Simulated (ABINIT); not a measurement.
The system is Al2O3.

```
Al O
1.0
     2.88432    0.00000    0.00000
    -1.44216    2.49790    0.00000
     0.00000    0.00000    9.33675
Al O
2 3
Cartesian
  0.0000 0.0000 7.9363
  0.0000 0.0000 1.4004
  0.0000 1.6653 7.2610
  1.4422 0.8326 0.0000
  0.0000 1.6653 2.0757
```

Measurements of this composition are mostly on another form, of space group No. 167.

```yaml
Program: ABINIT 10.8.3 (patched build)
Task: relaxation of cell and atoms
Functional: LDA
Potentials_or_basis: JTH PAW LDA v2.0
Cutoff: 626 eV
k_mesh: 11 × 11 × 3
Occupations: fermi-dirac, width 0.05 eV
Spin: no spin polarisation
```

At the start: pressure -7.1 GPa; volume 13.45 Å³/atom.

Question: Where does the relaxation end?

Answer: Over 5 steps the energy falls by 15.0 meV/atom and the volume is 12.84 Å³/atom (-4.5 %); space group P-6m2 (No. 187, to 0.05 Å).

Step by step:
```
step  energy change (eV)  largest force (eV/Å)  pressure (GPa)  volume (Å³)
   1              0.0000                0.5610           -7.06        67.27
   2             -0.0543                0.2153           -3.67        65.83
   3             -0.0734                0.2391            0.01        64.34
   4             -0.0747                0.1335            0.03        64.28
   5             -0.0752                0.0039            0.00        64.21
```

Final structure:
```
CELL_PARAMETERS angstrom
2.83857 0.00000 0.00000
-1.41928 2.45827 0.00000
0.00000 0.00000 9.20244
ATOMIC_POSITIONS crystal
Al 0.00000 0.00000 0.85089
Al 0.00000 0.00000 0.14911
O 0.33333 0.66667 0.77863
O 0.66667 0.33333 0.00000
O 0.33333 0.66667 0.22137
```
